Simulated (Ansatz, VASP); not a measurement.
Cu in VASP and in Ansatz

```
CELL_PARAMETERS angstrom
2.53050 0.00000 0.00000
-1.26525 2.19148 0.00000
0.00000 0.00000 21.12986
ATOMIC_POSITIONS crystal
Cu 0.33333 0.66667 0.40227
Cu 0.66667 0.33333 0.49855
Cu 0.33333 0.66667 0.59483
```

Alike in both runs: functional r2SCAN; k mesh 12 × 12 × 1; occupations gaussian, width 0.1 eV; no spin polarisation.

Ansatz relaxed the structure, and its values are those at the end. VASP's run is a single point on that final structure, the one shown.

|  | VASP | Ansatz |
| --- | --- | --- |
| version | VASP 6.6.1 | Ansatz 0.2.0 |
| potentials or method | VASP PAW PBE potentials, release 64 (Cu) | scalar-relativistic, plane waves, PAW |
| plane-wave cutoff (eV) | 520 | 500 |
| valence electrons in the cell | 33 | 57 |

|  | VASP | Ansatz | Ansatz less VASP |
| --- | --- | --- | --- |
| gap on the k mesh at the Fermi level (eV) | none | none | - |
| rms of the force components (eV/Å) | 0.015 | 0.004 | -0.0108 |
| work function, face that differs most (eV) | 4.76 | 4.78 | +0.024 |

A gap of «none» marks a metal or a gap that the smearing closes. The two sets of potentials don't hold the same shells in valence. Ansatz warned: «xc_potential_rough_in_thin_density».

Caveats: the PAW data sets were made with another functional, which shifts forces and pressure a little (VASP).
